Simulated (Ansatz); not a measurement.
# Mn (sc type): how the settings move a single-point run

How sensitive is a single-point run of Mn (sc type) to its settings? A reference run comes first, then one run with altered input.

Computed with Ansatz 0.2.0 (reference: DFT, PBE, PAW with Ansatz's default frozen-core files, scalar-relativistic, unless a step's input says otherwise).

1 further run of the same task is left out (it didn't finish).

## Step 1: The starting structure

The structure is cubic, space group Pm-3m (No. 221). The conventional cell has a = 2.192 Å, b = 2.192 Å, c = 2.192 Å, α = 90.00°, β = 90.00°, γ = 90.00°. Around Mn (site symmetry m-3m) lie 6 Mn at 2.19 Å.

As a file:

```
Mn
1.0
     2.19180    0.00000    0.00000
     0.00000    2.19180    0.00000
     0.00000    0.00000    2.19180
Mn
1
Direct
  0.00000 0.00000 0.00000
```

## Step 2: The reference run

input.yaml reads:

```yaml
crystal:
  lattice:
    - [2.191798375, 0.0, 0.0]
    - [0.0, 2.191798375, 0.0]
    - [0.0, 0.0, 2.191798375]
  atoms:
    - { symbol: Mn, position: [0.0, 0.0, 0.0], spin: 3.0 }
magnetization:
  spin_polarized: true
kpoints:
  mp_grid: { grid: [16, 16, 16] }
  band_path:
    path:
      - [0.0, 0.0, 0.0]
      - [0.0, 0.5, 0.0]
      - [0.5, 0.5, 0.0]
      - [0.0, 0.0, 0.0]
      - [0.5, 0.5, 0.5]
      - [0.0, 0.5, 0.0]
      - [0.5, 0.5, 0.5]
      - [0.5, 0.5, 0.0]
    npoints: 8
scf:
  occupations: { method: fermi_dirac, width: 0.1 }
hamiltonian:
  xc: pbe
  pseudopotentials: { kind: paw }
output:
  forces: true
  stress: true
  eigenvalues: true
  populations: true
  dos: { projected: true, de: 0.2, e_range: [-14, 8] }
  write_density: true
  write_potential: true
  elf: true
  volumetric_format: npy
```

Launch:

```bash
$ ansatz run input.yaml --threads 1 --pin off --max-ram 3072MiB --backend cpu --events-out ev --progress --plain --runs-dir out
```

## Step 3: Changing settings: occupations.method cold, occupations.width 0.3

Edit input.yaml of step 2 so:

```diff
@@ -23,3 +23,3 @@
 scf:
-  occupations: { method: fermi_dirac, width: 0.1 }
+  occupations: { method: cold, width: 0.3 }
 hamiltonian:
@@ -32,3 +32,2 @@
   populations: true
-  dos: { projected: true, de: 0.2, e_range: [-14, 8] }
   write_density: true
```

**Question.** What will these runs give? Wanted: for each run, ending; energy change; pressure; gap; force.

The runs gave:

| run | ending | energy change | pressure (GPa) | gap (eV) | force (eV/Å) | cycles | time |
| --- | --- | --- | --- | --- | --- | --- | --- |
| reference | converged | 0 | 34.1 | 0.00 | 0.00 | 12 | 5.2 s |
| 1: occupations.method cold, occupations.width 0.3 | converged | +0.5 meV/atom (σ→0) | 33.7 | 0.00 | 0.00 | 17 | 11 s |

Times don't compare one to one where runs were asked for different outputs or read a saved state (see the inputs); cycles may leave out searches for a lower state.

Residual by cycle in the longest SCF loop of each run; runs are numbered as in the table. The quantity is the density residual dr2, in eV.

| cycle | reference | run 1 |
| --- | --- | --- |
| 1 | 2 | 2 |
| 2 | 0.162 | 0.16 |
| 4 | 0.00656 | 0.00617 |
| 5 | 6.4e-4 | 3.2e-4 |
| 7 | 1.4e-6 | 5.7e-6 |
| 8 | 7.0e-6 | 4.3e-5 |
| 10 | 9.1e-9 | 2.0e-6 |
| 11 | 1.3e-10 | 7.6e-8 |
| 13 | - | 5.0e-9 |
| 14 | - | 5.7e-10 |
| 16 | - | 8.4e-12 |
| 17 | - | 3.4e-14 |

What this shows: Changing the smearing moves the energy by +0.5 meV/atom (σ→0 values), and the pressure goes from 34.1 to 33.7 GPa. The structure is not at rest: the sound run finds 34 GPa, so these are no properties of the relaxed crystal. 
